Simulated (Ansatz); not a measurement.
## BaTiO$_{3}$: computed properties

All numbers below come from DFT r2SCAN, scalar-relativistic, plane waves, PAW in Ansatz.

Plane waves to 500 eV, a k mesh through Γ of 8×8×8 on the computed 5-atom cell and Gaussian smearing (0.02 eV); no spin polarisation.

The structure is relaxed at this level of theory with its symmetry kept. Whether it is the stable form of this composition wasn't checked.

Symmetry: Amm2, No. 38, orthorhombic system. The conventional cell has a = 3.963 Å, b = 5.716 Å, c = 5.748 Å, α = 90.00°, β = 90.00°, γ = 90.00°. Ba (site symmetry mm2) has 12 O at 2.77 to 2.98 Å as nearest neighbours. Around Ti (site symmetry mm2) lie 4 O at 1.85 to 1.99 Å. Around O (site symmetry mm2) lie 2 Ti at 1.99 Å. Around O (site symmetry m) lie 1 Ti at 1.85 Å.

* Volume per atom: 13.02 Å³
* Formation energy from the elements' standard states (uncorrected): -3.412 eV/atom
* Generalised Kohn–Sham band gap: 2.66 eV, indirect from T to Γ
* Löwdin character of the top 1 eV of the valence band: O 2p 94 %
* Löwdin character of the lowest 1 eV of the conduction band: Ti 3d 84 %, O 2p 12 %
* Electron masses at the edge by Cartesian direction of the standard setting (m_e; degenerate bands sorted by energy; no spin-orbit coupling): x: 0.55; y: 1.4; z: 0.91
* Hole masses at the edge by Cartesian direction of the standard setting (m_e; degenerate bands sorted by energy; no spin-orbit coupling): x: 0.91, 0.91; y: 1.6, 1.6; z: 2.4, 1.2
* Bader charges (e): Ba (1 in the cell) 1.58, Ti (1 in the cell) 2.29, O (1 in the cell) -1.31, O (2 in the cell) -1.28

Spin-orbit coupling is left out, which matters for the bands of heavy elements.

A ferromagnetic start lost its moments in a first run, so spin was left out; other magnetic orders weren't tried.

Cost: 3 runs of about 4.6 core-minutes in all, on Intel Xeon Platinum 8259CL (Skylake/Cascade Lake) (shared hosts).